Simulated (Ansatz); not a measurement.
Does this entry for SiO2 lie near equilibrium?

The cell is a computed structure from the Materials Project (it need not be an observed phase), atoms as given.

Space group P6_522 (No. 179); a = 7.3006, c = 7.0051 Å, γ = 120.00°.

```
site  Wyckoff  site symmetry       x       y       z
  Si       6b            ..2  0.5339  0.7669  0.4167
  O7       6b            ..2  0.6123  0.3877  0.0833
  O8       6a            .2.  0.0000  0.6829  0.1667
```

One atom of each set is listed.

Level of theory: DFT, PBE, plane waves and PAW (field gradients read without the response of the frozen cores, which leaves them typically 4 to 6 % off), scalar-relativistic, 420 eV cutoff, Γ-centred 3×3×3 k-points, Fermi–Dirac smearing 0.02 eV (Ansatz 0.2.0).

(1) Do the atoms and the cell lie near the calculated equilibrium?

Results:

(1) Nearly. The largest force is 0.18 eV/Å, on atom 14 (O: 2 Si at 1.60 Å, angle 163°), and the pressure is 3.6 GPa. Relaxing the atoms is still advisable, since electric field gradients respond to shifts of a few hundredths of an ångström.
